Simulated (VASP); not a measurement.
# Input and output of a VASP PBE single-point calculation on TlBr (strained CsCl)

INCAR

```
EDIFF = 1E-7
GGA = PE
ENCUT = 520
IBRION = -1
LASPH = .TRUE.
LCHARG = .TRUE.
LWAVE = .FALSE.
SIGMA = 0.02
NELM = 120
PREC = Accurate
NBANDS = 17
ISIF = 2
NSW = 0
ISMEAR = -1
LELF = .TRUE.
LREAL = .FALSE.
```

KPOINTS

```
KPOINTS created by Atomic Simulation Environment
0
Gamma
6 6 6
0 0 0
```

KPOINTS_OPT

```
special points
5
Reciprocal
0.0000000000 0.0000000000 0.0000000000 1
0.0000000000 0.5000000000 0.0000000000 1
0.5000000000 0.5000000000 0.0000000000 1
0.5000000000 0.5000000000 0.5000000000 1
0.0000000000 0.0000000000 0.5000000000 1
```

POSCAR

```
Tl Br
 1.0000000000000000
     4.0500361248000001    0.0000000000000000    0.0000000000000000
     0.0000000000000000    4.0500361248000001    0.0000000000000000
     0.0000000000000000    0.0000000000000000    4.0500361248000001
 Tl  Br
   1   1
Cartesian
  0.0000000000000000  0.0000000000000000  0.0000000000000000
  2.0250180623999996  2.0250180623999996  2.0250180623999996
```

VASP ran with the recommended PBE PAW datasets (20 valence electrons in the cell).

Command

```
mpirun -np 1 vasp_std
```

From OUTCAR

```
k-points           NKPTS =     20   k-points in BZ     NKDIM =     20   number of bands    NBANDS=     17

   NELECT =      20.0000    total number of electrons

   dimension x,y,z NGX =    30 NGY =   30 NGZ =   30
   dimension x,y,z NGXF=    60 NGYF=   60 NGZF=   60

  energy-cutoff  :      520.00
  volume of cell :       66.43
      direct lattice vectors                 reciprocal lattice vectors
     4.050036125  0.000000000  0.000000000     0.246911378  0.000000000  0.000000000
     0.000000000  4.050036125  0.000000000     0.000000000  0.246911378  0.000000000
     0.000000000  0.000000000  4.050036125     0.000000000  0.000000000  0.246911378

 k-points in reciprocal lattice and weights: KPOINTS created by Atomic Simulation Env
   0.00000000  0.00000000  0.00000000       0.005
   0.16666667  0.00000000  0.00000000       0.028
   0.33333333  0.00000000  0.00000000       0.028
   0.50000000  0.00000000  0.00000000       0.014
   0.16666667  0.16666667  0.00000000       0.056
   0.33333333  0.16666667  0.00000000       0.111
   0.50000000  0.16666667  0.00000000       0.056
   0.33333333  0.33333333  0.00000000       0.056
   ...

 E-fermi :   2.2927

 k-point     1 :       0.0000    0.0000    0.0000
  band No.  band energies     occupation
      1     -11.5985      2.00000
      2      -8.1732      2.00000
      3      -8.1732      2.00000
      4      -8.0218      2.00000
      5      -8.0218      2.00000
      6      -8.0218      2.00000
      7      -2.6908      2.00000
      8       0.7563      2.00000
      9       0.7563      2.00000
     10       0.7563      2.00000
     11       8.8882      0.00000
     12       8.8882      0.00000
     13       8.8882      0.00000
     14       8.9912      0.00000
     15       8.9912      0.00000
     16      12.5272      0.00000
     17      15.2024      0.00000

 k-point     2 :       0.1667    0.0000    0.0000
  band No.  band energies     occupation
      1     -11.5509      2.00000
      2      -8.1711      2.00000
      3      -8.1449      2.00000
      4      -8.0342      2.00000
      5      -8.0342      2.00000
      6      -8.0207      2.00000
      7      -2.8670      2.00000
      8       0.8592      2.00000
      9       0.8592      2.00000
     10       0.8747      2.00000
     11       6.9878      0.00000
     12       8.5676      0.00000
     13       8.5676      0.00000
     14       9.1656      0.00000
     15      10.3739      0.00000
     16      13.8906      0.00000
     17      14.8792      0.00000

 k-point     3 :       0.3333    0.0000    0.0000
  band No.  band energies     occupation
      1     -11.4519      2.00000
      2      -8.1670      2.00000
      3      -8.0895      2.00000
      4      -8.0588      2.00000
      5      -8.0588      2.00000
      6      -8.0184      2.00000
      7      -3.2212      2.00000
      8       1.0812      2.00000
      9       1.0812      2.00000
     10       1.3375      2.00000
     11       4.9159      0.00000
     12       7.9293      0.00000
     13       7.9293      0.00000
     14       9.6402      0.00000
     15      12.5903      0.00000
     16      13.0410      0.00000
     17      15.2564      0.00000

 k-point     4 :       0.5000    0.0000    0.0000
  band No.  band energies     occupation
      1     -11.4003      2.00000
      2      -8.1650      2.00000
      3      -8.0710      2.00000
      4      -8.0710      2.00000
      5      -8.0628      2.00000
      6      -8.0173      2.00000
      7      -3.3965      2.00000
      8       1.2022      2.00000
      9       1.2022      2.00000
     10       1.8346      2.00000
     11       3.8291      0.00000
     12       7.6130      0.00000
     13       7.6130      0.00000
     14      10.0281      0.00000
     15      12.2013      0.00000
     16      14.6857      0.00000
     17      15.3481      0.00000

 k-point     5 :       0.1667    0.1667    0.0000
  band No.  band energies     occupation
      1     -11.5087      2.00000
      2      -8.1564      2.00000
      3      -8.1284      2.00000
      4      -8.0418      2.00000
      5      -8.0343      2.00000
      6      -8.0307      2.00000
      7      -2.9103      2.00000
      8       0.3322      2.00000
      9       0.9446      2.00000
     10       1.3971      2.00000
     11       6.4675      0.00000
     12       7.6268      0.00000
     13       8.4277      0.00000
     14       9.8802      0.00000
     15      11.2501      0.00000
     16      12.9848      0.00000
     17      13.8642      0.00000

 k-point     6 :       0.3333    0.1667    0.0000
  band No.  band energies     occupation
      1     -11.4213      2.00000
      2      -8.1479      2.00000
      3      -8.0756      2.00000
      4      -8.0562      2.00000
      5      -8.0555      2.00000
      6      -8.0291      2.00000
      7      -3.0639      2.00000
      8       0.2649      2.00000
      9       1.1260      2.00000
     10       1.5597      2.00000
     11       5.1217      0.00000
     12       7.3519      0.00000
     13       8.0787      0.00000
     14      10.3128      0.00000
     15      12.6235      0.00000
     16      13.3758      0.00000
     17      13.6307      0.00000

 k-point     7 :       0.5000    0.1667    0.0000
  band No.  band energies     occupation
      1     -11.3760      2.00000
      2      -8.1453      2.00000
      3      -8.0677      2.00000
      4      -8.0619      2.00000
      5      -8.0480      2.00000
      6      -8.0275      2.00000
      7      -3.1707      2.00000
      8       0.5182      2.00000
      9       1.2229      2.00000
     10       1.3600      2.00000
     11       4.6211      0.00000
     12       7.1841      0.00000
     13       7.8770      0.00000
     14      10.4254      0.00000
     15      13.1365      0.00000
     16      13.9479      0.00000
     17      14.1505      0.00000

 k-point     8 :       0.3333    0.3333    0.0000
  band No.  band energies     occupation
      1     -11.3588      2.00000
      2      -8.1255      2.00000
      3      -8.0523      2.00000
      4      -8.0488      2.00000
      5      -8.0467      2.00000
      6      -8.0321      2.00000
      7      -2.7042      2.00000
      8      -0.4080      2.00000
      9       0.9088      2.00000
     10       1.2180      2.00000
     11       5.5854      0.00000
     12       6.9134      0.00000
     13       8.3960      0.00000
     14      10.6032      0.00000
     15      12.3630      0.00000
     16      12.7328      0.00000
     17      14.1972      0.00000

 k-point     9 :       0.5000    0.3333    0.0000
  band No.  band energies     occupation
      1     -11.3269      2.00000
      2      -8.1191      2.00000
      3      -8.0611      2.00000
      4      -8.0478      2.00000
      5      -8.0408      2.00000
      6      -8.0059      2.00000
      7      -2.5154      2.00000
      8      -0.3846      2.00000
      9       0.2023      2.00000
     10       1.2653      2.00000
     11       5.9040      0.00000
     12       6.7626      0.00000
     13       8.5590      0.00000
     14      10.2748      0.00000
     15      12.4667      0.00000
     16      12.7690      0.00000
     17      13.2903      0.00000

 k-point    10 :       0.5000    0.5000    0.0000
  band No.  band energies     occupation
      1     -11.3021      2.00000
      2      -8.1109      2.00000
      3      -8.0578      2.00000
      4      -8.0578      2.00000
      5      -8.0287      2.00000
      6      -7.9803      2.00000
      7      -1.8189      2.00000
      8      -0.7401      2.00000
      9      -0.7401      2.00000
     10       1.2870      2.00000
     11       6.6575      0.00000
     12       6.6575      0.00000
     13       9.0660      0.00000
     14       9.5617      0.00000
     15      12.0132      0.00000
     16      12.3567      0.00000
     17      12.3567      0.00000

 k-point    11 :       0.1667    0.1667    0.1667
  band No.  band energies     occupation
      1     -11.4698      2.00000
      2      -8.1265      2.00000
      3      -8.1265      2.00000
      4      -8.0445      2.00000
      5      -8.0445      2.00000
      6      -8.0342      2.00000
      7      -2.8896      2.00000
      8       0.4582      2.00000
      9       0.4582      2.00000
     10       1.6481      2.00000
     11       6.6132      0.00000
     12       7.3315      0.00000
     13       7.3315      0.00000
     14      10.9739      0.00000
     15      10.9739      0.00000
     16      14.1620      0.00000
     17      14.1748      0.00000

 ...

  Total        0.0041811      0.0041811      0.0041811      0.0000000      0.0000000      0.0000000
  in kB        0.1008391      0.1008391      0.1008391      0.0000000      0.0000000      0.0000000
  external PRESSURE =       0.1008391 kB  Pullay stress =       0.0000000 kB

 POSITION                                       TOTAL-FORCE (eV/Angst)
 -----------------------------------------------------------------------------------
      0.00000      0.00000      0.00000         0.000000      0.000000      0.000000
      2.02502      2.02502      2.02502         0.000000      0.000000      0.000000
 -----------------------------------------------------------------------------------
    total drift:                                0.000000     -0.000000     -0.000000

  FREE ENERGIE OF THE ION-ELECTRON SYSTEM (eV)
  ---------------------------------------------------
  free  energy   TOTEN  =        -5.5451561464 eV

  energy  without entropy=       -5.5451561464  energy(sigma->0) =       -5.54515615
```

The gap between bands v and c is 1.99 eV. The least direct gap is 1.99 eV. The pressure is 0.0 GPa.

Band v is the last that the valence electrons fill when counted band by band, and c is the next.

The run took about 23 s on one core of a shared host (Intel Xeon Platinum 8488C) and held 0.19 GiB at most.
